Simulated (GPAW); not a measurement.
Crystal: SiC (Moissanite).

```
Si C
1.0
     3.07600    0.00000    0.00000
    -1.53800    2.66389    0.00000
     0.00000    0.00000    5.04800
Si C
2 2
Direct
  0.66667 0.33333 0.50000
  0.33333 0.66667 0.00000
  0.66667 0.33333 0.88500
  0.33333 0.66667 0.38500
```

Base run:

* Program: GPAW 26.7.0
* Functional: TB-mBJ
* Potentials or basis: GPAW PAW data sets for LDA (gpaw-data 1.2.1)
* Cutoff: 800 eV
* Basis: pw
* k mesh: 8 × 8 × 4
* Occupations: fermi-dirac, width 0.05 eV
* Spin: no spin polarisation

Its results: band gap on the k mesh 3.50 eV, indirect (least direct gap 4.97 eV).

**Question.** The run is repeated on the same cell with these changes: functional from TB-mBJ to PBE; potentials or basis from GPAW PAW data sets for LDA (gpaw-data 1.2.1) to GPAW PAW data sets (gpaw-data 1.2.1); cutoff from 800 eV to 600 eV. What comes out?

**Answer.** Band gap on the k mesh 2.57 eV, indirect (least direct gap 4.07 eV).

Caveats: a model potential gives levels but no total energy (some runs).

A k mesh can miss the band edges.
